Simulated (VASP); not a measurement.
**VASP inputs for SrCl$_{2}$ (strained fluorite)**

INCAR, step 1 (PBE orbitals to start from)

```
SIGMA = 0.01
NBANDS = 19
GGA = PE
PREC = Accurate
ENCUT = 520
ISMEAR = 0
LREAL = .FALSE.
LWAVE = .TRUE.
LASPH = .TRUE.
NELM = 120
EDIFF = 1E-5
LCHARG = .FALSE.
```

INCAR, step 2

```
NBANDS = 19
AEXX = 0.25
LASPH = .TRUE.
IBRION = -1
SIGMA = 0.01
ALGO = Normal
ISTART = 1
EDIFF = 1E-7
ISIF = 2
HFSCREEN = 0.2079
NSW = 0
LCHARG = .FALSE.
GGA = PE
PRECFOCK = Fast
ENCUT = 520
ISMEAR = 0
LWAVE = .FALSE.
PREC = Accurate
LHFCALC = .TRUE.
NELM = 120
LREAL = .FALSE.
```

KPOINTS

```
KPOINTS created by Atomic Simulation Environment
0
Gamma
4 4 4
0 0 0
```

KPOINTS_OPT

```
special points
6
Reciprocal
0.0000000000 0.0000000000 0.0000000000 1
0.5000000000 0.0000000000 0.5000000000 1
0.6250000000 0.2500000000 0.6250000000 1
0.3750000000 0.3750000000 0.7500000000 1
0.5000000000 0.5000000000 0.5000000000 1
0.5000000000 0.2500000000 0.7500000000 1
```

POSCAR

```
Sr Cl
 1.0000000000000000
     0.0000000000000000    3.3994322070999998    3.4977180852999998
     3.3994322070999998    0.0000000000000000    3.4977180852999998
     3.3994322070999998    3.3994322070999998    0.0000000000000000
 Sr  Cl
   1   2
Cartesian
  0.0000000000000000  0.0000000000000000  0.0000000000000000
  1.6997161035499999  1.6997161035499999  1.7488590426499999
  5.0991483106499995  5.0991483106499995  5.2465771279499993
```

VASP ran with the recommended PBE PAW datasets (24 valence electrons in the cell).

Q: What does this run give?

A: gap between bands v and c 6.70 eV; least direct gap 6.71 eV; pressure 2.7 GPa.

Band v is the last that the valence electrons fill when counted band by band, and c is the next. Levels in eV from the top of v:

```csv
point,v−1,v,c,c+1
Γ,-0.37,-0.37,6.70,7.36
X,-0.41,0.00,6.71,8.70
K,-0.65,-0.32,7.25,8.54
L,-1.28,-1.27,8.13,8.19
W,-0.50,-0.19,7.56,8.47
```
